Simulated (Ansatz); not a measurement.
Clean, relaxed (110) surface of Ti, space group Im-3m (No. 229) (top face towards +c; atoms held fixed, by place in the list: 1, 2):

```xyz
4
Lattice="2.8161 0.0000 0.0000 -0.9387 2.6551 0.0000 0.0000 0.0000 23.8981" Properties=species:S:1:pos:R:3 pbc="T T T"
Ti    0.9387    1.3275    8.5000
Ti    0.0000    0.0000   10.7994
Ti    0.9387    1.3275   13.1723
Ti    0.0000    0.0000   15.2802
```

Theory: DFT r2SCAN, scalar-relativistic, plane waves, PAW (Ansatz). Settings: cutoff 500 eV, Γ-centred mesh 11×11×1 on the computed 4-atom cell, Gaussian smearing of 0.10 eV; no spin polarisation. A dipole correction removes the field between periodic images along c.

E_ads counts from the clean slab and the free adsorbate (spin-polarised where it has unpaired electrons); negative means bound. With the adsorbate the cell is lengthened along c to keep the vacuum.

**Question.** B (atom) is put at the hollow (Ti-Ti-Ti) at (0.33, 0.67) site, one adsorbate per 7.5 Å². What structure does it relax to?

**Answer.** E_ads = -5.02 eV. Contacts: B–Ti 2.11 Å.

```
CELL_PARAMETERS angstrom
2.81613 0.00000 0.00000
-0.93871 2.65508 0.00000
0.00000 0.00000 25.89809
ATOMIC_POSITIONS crystal
Ti 0.50000 0.50000 0.32821
Ti 0.00000 0.00000 0.41699
Ti 0.39997 0.60003 0.50389
Ti 0.96678 0.03322 0.59346
B 0.38763 0.61237 0.64327
```

Each end is the local minimum or symmetric point that its start leads to. This isn't the usual crystal structure of Ti. The slab is only 6.9 Å thick, so the energies aren't converged with thickness.

The adsorbed runs have no spin polarisation, so weakly bound open-shell ends lie too high.